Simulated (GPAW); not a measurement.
# ZnSe (Stilleite) (F-43m) in GPAW: further runs

The runs below take ZnSe (Stilleite) through single point, with PBE, PBEsol.

Everything below comes from runs of GPAW 26.7.0. Logs are shortened: lines on timing, memory, paths and dates and some standing lists are left out, and cuts for length are marked. The log counts tension as positive stress, the text compression.

**What was measured.**

From “Alloy Disordering Effects on the Thermal Conductivity and Energy Gap Temperature Dependence of Cd1−xZnxSe Ternary Crystals Grown by the Bridgman Method”, 2023, pmc:10253836, for a bulk crystal of ZnSe at 300 K: band gap 2.695 ± 0.003 eV (an exciton energy, a little under the gap).

How close the calculation comes is told below.

## Step 1: The structure

It takes space group F-43m (No. 216, cubic). Conventional cell: a = 5.668 Å, b = 5.668 Å, c = 5.668 Å, α = 90.00°, β = 90.00°, γ = 90.00°. Se (site symmetry -43m) has 4 Zn at 2.45 Å as nearest neighbours. Zn (site symmetry -43m) has 4 Se at 2.45 Å as nearest neighbours.

## Step 2: Single point, PBE

Input file run.py:

```python
from ase.dft.bandgap import bandgap
from ase.io import read, write
from ase.units import GPa
from gpaw import GPAW, PW

atoms = read('ZnSe.xyz')

calc = GPAW(mode=PW(400),
            xc='PBE',
            kpts={'size': (7, 7, 7), 'gamma': True},
            occupations={'name': 'fermi-dirac', 'width': 0.05},
            nbands=18,
            convergence={'density': 1e-05, 'energy': 1e-05},
            maxiter=80,
            txt='gpaw.txt')
atoms.calc = calc
energy = atoms.get_potential_energy()
forces = atoms.get_forces()
stress = atoms.get_stress()
calc.write('gs.gpw')
write('result.traj', atoms)
print(f'Energy: {energy:.6f} eV')
print('Forces (eV/A):')
print(forces.round(4))
print('Stress (GPa):', (stress / GPa).round(3))
print('Fermi level:', round(calc.get_fermi_level(), 4), 'eV')
print(f'Gap: {bandgap(calc)[0]:.4f} eV, direct: {bandgap(calc, direct=True)[0]:.4f} eV')
```

Input file ZnSe.xyz:

```xyz
2
Lattice="0.0000000000 2.8338000000 2.8338000000 2.8338000000 0.0000000000 2.8338000000 2.8338000000 2.8338000000 0.0000000000" Properties=species:S:1:pos:R:3 pbc="T T T"
Se     4.2507000000      4.2507000000      4.2507000000
Zn     0.0000000000      0.0000000000      0.0000000000
```

Potentials or basis: GPAW PAW data sets (gpaw-data 1.2.1), pw.

Launch:

```console
$ OMP_NUM_THREADS=1 python run.py
```

gpaw.txt:

```text
__  _  _
 | _ |_)|_||  |
 |__||  | ||/\| - 26.7.0

Input parameters:
  mode=PW(ecut=400.0),
  convergence={'density': 1e-05, 'energy': 1e-05},
  kpts=MonkhorstPack(size=(7, 7, 7), gamma=True),
  maxiter=80,
  nbands=18,
  occupations=Occupations(name='fermi-dirac', width=0.05),
  xc=XC(name='PBE')

Diagonalizing LCAO Hamiltonian
Converting LCAO to pw mode

                    Se

       Zn

Atoms  # Å, Bohr magnetons
|   | symbol |        x |        y |        z |    initial magnetic moments |
|---|--------|----------|----------|----------|-----------------------------|
| 0 |     Se | 4.250700 | 4.250700 | 4.250700 | ( 0.0000,  0.0000,  0.0000) |
| 1 |     Zn | 0.000000 | 0.000000 | 0.000000 | ( 0.0000,  0.0000,  0.0000) |

Unit cell  # Å
| periodic |        x |        y |        z |  lengths |    angles |
|----------|----------|----------|----------|----------|-----------|
|      yes | 0.000000 | 2.833800 | 2.833800 | 4.007598 | 60.000000 |
|      yes | 2.833800 | 0.000000 | 2.833800 | 4.007598 | 60.000000 |
|      yes | 2.833800 | 2.833800 | 0.000000 | 4.007598 | 60.000000 |

Number of symmetries: 24
Symmetry operations  # r_c * U_cc + t_c -> r_c
|    | kind |            matrix            |
|----|------|------------------------------|
|  0 |  E   |  1, 0, 0,  0, 1, 0,  0, 0, 1 |
|  1 |  σ   |  1, 0, 0,  0, 0, 1,  0, 1, 0 |
|  2 |  σ   |  1, 0,-1,  0, 1,-1,  0, 0,-1 |
|  3 |  C3  |  1, 0,-1,  0, 0,-1,  0, 1,-1 |
|  4 |  C3  |  1,-1, 0,  0,-1, 1,  0,-1, 0 |
|  5 |  σ   |  1,-1, 0,  0,-1, 0,  0,-1, 1 |
|  6 |  σ   |  0, 1, 0,  1, 0, 0,  0, 0, 1 |
|  7 |  C3  |  0, 1, 0,  0, 0, 1,  1, 0, 0 |
|  8 |  C2  |  0, 1,-1,  1, 0,-1,  0, 0,-1 |
|  9 |  S4  |  0, 1,-1,  0, 0,-1,  1, 0,-1 |
| 10 |  C3  |  0, 0, 1,  1, 0, 0,  0, 1, 0 |
| 11 |  σ   |  0, 0, 1,  0, 1, 0,  1, 0, 0 |
| 12 |  S4  |  0, 0,-1,  1, 0,-1,  0, 1,-1 |
| 13 |  C3  |  0, 0,-1,  0, 1,-1,  1, 0,-1 |
| 14 |  S4  |  0,-1, 1,  1,-1, 0,  0,-1, 0 |
| 15 |  C2  |  0,-1, 1,  0,-1, 0,  1,-1, 0 |
| 16 |  C3  |  0,-1, 0,  1,-1, 0,  0,-1, 1 |
| 17 |  S4  |  0,-1, 0,  0,-1, 1,  1,-1, 0 |
| 18 |  S4  | -1, 1, 0, -1, 0, 1, -1, 0, 0 |
| 19 |  C3  | -1, 1, 0, -1, 0, 0, -1, 0, 1 |
| 20 |  C3  | -1, 0, 1, -1, 1, 0, -1, 0, 0 |
| 21 |  S4  | -1, 0, 1, -1, 0, 0, -1, 1, 0 |
| 22 |  σ   | -1, 0, 0, -1, 1, 0, -1, 0, 1 |
| 23 |  C2  | -1, 0, 0, -1, 0, 1, -1, 1, 0 |

BZ-sampling:
  Number of BZ points: 343
  Number of IBZ points: 20

  Monkhorst-Pack size: [7, 7, 7]
  Monkhorst-Pack shift: [0, 0, 0]

K-points  # in reciprocal-cell coordinates
|     |                                coordinates |     weight |
|-----|--------------------------------------------|------------|
|   0 | (  0.00000000,   0.00000000,   0.00000000) | 0.00291545 |
|   1 | (  0.14285714,   0.14285714,   0.00000000) | 0.01749271 |
|   2 | (  0.14285714,   0.14285714,   0.14285714) | 0.02332362 |
|   3 | (  0.28571429,   0.14285714,   0.14285714) | 0.03498542 |
|   4 | (  0.28571429,   0.28571429,   0.00000000) | 0.01749271 |
|   5 | (  0.28571429,   0.28571429,   0.14285714) | 0.06997085 |
|   6 | (  0.28571429,   0.28571429,   0.28571429) | 0.02332362 |
|   7 | (  0.42857143,  -0.28571429,  -0.28571429) | 0.03498542 |
|   8 | (  0.42857143,   0.28571429,  -0.42857143) | 0.13994169 |
|   9 | (  0.42857143,   0.28571429,  -0.28571429) | 0.06997085 |
| ... |                                            |            |
|  19 | (  0.42857143,   0.42857143,   0.42857143) | 0.02332362 |

Plane wave coefficients: 869
Cutoff: 400.0 eV

Spin-components: 1 (collinear spins)
Bands:           18
Projectors:      11
Spin-degeneracy: 2
Datatype:        complex128

Density:
  Valence electrons: 18.0
  Components: 1
  Grid points: [20 20 20]
  Charge: 0.0  # |e|

Potential:
  Grid points: [20 20 20]

species:
  Se:
    name:    Selenium
    Z:       34.0
    valence: 6
    core:    28
    charge:  0.0  # [|e|]
    compensation charges:
      type: gauss
      rc: 0.27  # [Å]
      lmax: 2
    cutoffs:
      filter: 1.77  # [Å]
      core: 2.67  # [Å]
    projectors
    | kind |    occ | energy [eV] | rcut [Å] |
    |------|--------|-------------|----------|
    |   4s |  2.000 |     -17.277 |    0.847 |
    |   4p |  4.000 |      -6.512 |    1.005 |
    |    s |        |       9.935 |    0.847 |
    |    p |        |      20.699 |    1.005 |
    |    d |        |       0.000 |    0.847 |

    Using partial waves for Se as LCAO basis

  Zn:
    name:    Zinc
    Z:       30.0
    valence: 12
    core:    18
    charge:  0.0  # [|e|]
    compensation charges:
      type: gauss
      rc: 0.37  # [Å]
      lmax: 2
    cutoffs:
      filter: 2.14  # [Å]
      core: 2.28  # [Å]
    projectors
    | kind |    occ | energy [eV] | rcut [Å] |
    |------|--------|-------------|----------|
    |   4s |  2.000 |      -5.977 |    1.286 |
    |   4p |  0.000 |      -1.117 |    1.270 |
    |   3d | 10.000 |     -10.142 |    1.180 |
    |    s |        |      21.234 |    1.286 |
    |    p |        |      26.095 |    1.270 |
    |    d |        |      17.070 |    1.180 |

    Using partial waves for Zn as LCAO basis

Reference energy: -114964.858784  # eV

eigensolver:
  PPCG
  Converge bands: occupied
  niter=2

density mixing:
  MSR1-Mixer
  Pratt-step length: 0.05
  Maximum mixing coefficient: 0.75
  Old densities: 10
  SVD Regularization: 0.005
  Good broyden scale: 1.0
  Trust region scale: 1.0
  Backstep threshold: 4.0
  History deletion threshold: 6.0
  Fourier metric: weight=20.0, sigma=0.015

occupation numbers:
  Fermi-Dirac:
    width: 0.0500  # eV

poisson solver:
  ecut: 3200.0  # eV

xc functional:
  name: PBE with 2 nearest neighbor stencil

convergence criteria:
- Maximum integral of absolute [dens]ity change: 1e-05 electrons / valence electron
- Maximum [total energy] change in last 3 cyles: 1e-05 eV / valence electron
- Maximum integral of absolute [eigenst]ate change: 4e-08 eV^2 / valence electron
maximum number of iterations: 80

SCF iterations
|iter     | |      energy | eigst |  dens |
|---------|-|-------------|-------|-------|
|iter:   1| |   -6.290957 | -0.32 |       |
|iter:   2| |   -6.233310 | -2.25 | -1.24 |
|iter:   3| |   -6.049684 | -1.70 | -1.28 |
|iter:   4| |   -6.048741 | -2.77 | -1.83 |
|iter:   5| |   -6.049600 | -3.95 | -2.31 |
|iter:   6| |   -6.049545 | -4.45 | -2.95 |
|iter:   7| |   -6.049561c| -5.58 | -3.55 |
|iter:   8| |   -6.049565c| -6.41 | -3.93 |
|iter:   9| |   -6.049565c| -8.44c| -5.03c|

Converged in 9 steps
Energy contributions relative to reference atoms: (reference = -114964.858784)

Energy contributions:
  Kinetic:          13.627450
  Coulomb:         -11.552450
  Zero:             -0.087485
  External:          0.000000
  Xc:               -8.037079
  Entropy:          -0.000000
  Spinorbit:         0.000000
  ----------------------------
  Free energy:      -6.049565
  Extrapolated:     -6.049565

dipole moment: (-7.072753, -7.072753, -7.072753)  # |e|*Ang

Fermi level: 4.553
Eigenvalues  # (at kpt = [0.000, 0.000, 0.000])
| band index |      eig [eV] | occ [0-2] |
|------------|---------------|-----------|
|          0 |        -9.371 |     2.000 |
|          1 |        -2.638 |     2.000 |
|          2 |        -2.638 |     2.000 |
|          3 |        -2.638 |     2.000 |
|          4 |        -2.272 |     2.000 |
|          5 |        -2.272 |     2.000 |
|          6 |         3.874 |     2.000 |
|          7 |         3.874 |     2.000 |
|          8 |         3.874 |     2.000 |
|          9 |         5.171 |     0.000 |
|         10 |         9.685 |     0.000 |
|         11 |         9.685 |     0.000 |
|         12 |         9.685 |     0.000 |
|         13 |        13.827 |     0.000 |
|         14 |        15.347 |     0.000 |
|         15 |        15.347 |     0.000 |
|         16 |        16.946 |     0.000 |
|         17 |        16.946 |     0.000 |

Gap: 1.297 eV
Transition (v -> c):
  (s=0, k=0, n=8, [0.00, 0.00, 0.00]) -> (s=0, k=0, n=9, [0.00, 0.00, 0.00])
No difference between direct/indirect transitions

Forces  # eV/Ang
|        x |        y |        z |
|----------|----------|----------|
| -0.00000 |  0.00000 | -0.00000 |  # Se   0
|  0.00000 | -0.00000 | -0.00000 |  # Zn   1

Stress tensor  # eV/Ang^3
|         x |         y |         z |
|-----------|-----------|-----------|
| -0.007484 |  0.000000 |  0.000000 |
|  0.000000 | -0.007484 |  0.000000 |
|  0.000000 |  0.000000 | -0.007484 |

# Writing to gs.gpw (mode='')
```

It took 5.1 s on 1 thread of Intel Xeon 6975P-C (Granite Rapids), shared host; peak memory 0.14 GiB.

The run converged, but some of its settings lie outside the range that counts as converged, so its numbers aren't taken as properties of the crystal.

Results:

- Free energy: -6.0496 eV
- Pressure: 1.2 GPa
- Band gap on the k mesh: 1.30 eV, direct

Caveat: the cutoff is short for stress and forces, so pressures can be off by a GPa or more.

## Step 3: Single point, PBEsol

Edit run.py of step 2 so:

```diff
@@ -3,3 +3,5 @@
 from ase.units import GPa
-from gpaw import GPAW, PW
+from gpaw import GPAW, PW, setup_paths
+
+setup_paths.insert(0, '.')
 
@@ -7,9 +9,9 @@
 
-calc = GPAW(mode=PW(400),
-            xc='PBE',
+calc = GPAW(mode=PW(450),
+            xc='PBEsol',
             kpts={'size': (7, 7, 7), 'gamma': True},
-            occupations={'name': 'fermi-dirac', 'width': 0.05},
+            occupations={'name': 'fermi-dirac', 'width': 0.01},
             nbands=18,
             convergence={'density': 1e-05, 'energy': 1e-05},
-            maxiter=80,
+            maxiter=150,
             txt='gpaw.txt')
```

ZnSe.xyz is that of step 2.

Potentials or basis: PAW data sets generated in the run's folder for this functional, pw.

Launch:

```console
$ gpaw-setup -f PBEsol Se Zn
$ OMP_NUM_THREADS=1 python run.py
```

It took 11 s on 1 thread of Arm Neoverse V1, shared host; peak memory 0.14 GiB.

It converged, with:

| Quantity | Value |
| --- | --- |
| Free energy | -6.8255 eV |
| Pressure | -1.6 GPa |
| Band gap on the k mesh | 1.18 eV, direct |

Levels at points of the mesh, in eV from the valence-band top:
```csv
k point,band 7,band 8,band 9,band 10,band 11,band 12
"(0.00, 0.00, 0.00)",0.00,0.00,0.00,1.18,5.75,5.75
```

Caveat: the cutoff is short for stress and forces, so pressures can be off by a GPa or more.

## Step 4: Against experiment

Step 3. A measured gap of ZnSe is 2.695 eV (an exciton energy, a little under the gap; 300 K; “Alloy Disordering Effects on the Thermal Conductivity and Energy Gap Temperature Dependence of Cd1−xZnxSe Ternary Crystals Grown by the Bridgman Method”, 2023, pmc:10253836); the calculated 1.18 eV misses it by -1.52 eV. So large a miss can be the level of theory's own, or it may mean another phase, state or a wrong row. Spin-orbit coupling on Se is left out. The value is that of PBEsol, without temperature or zero-point motion. Semilocal functionals fall short of measured gaps as a rule.
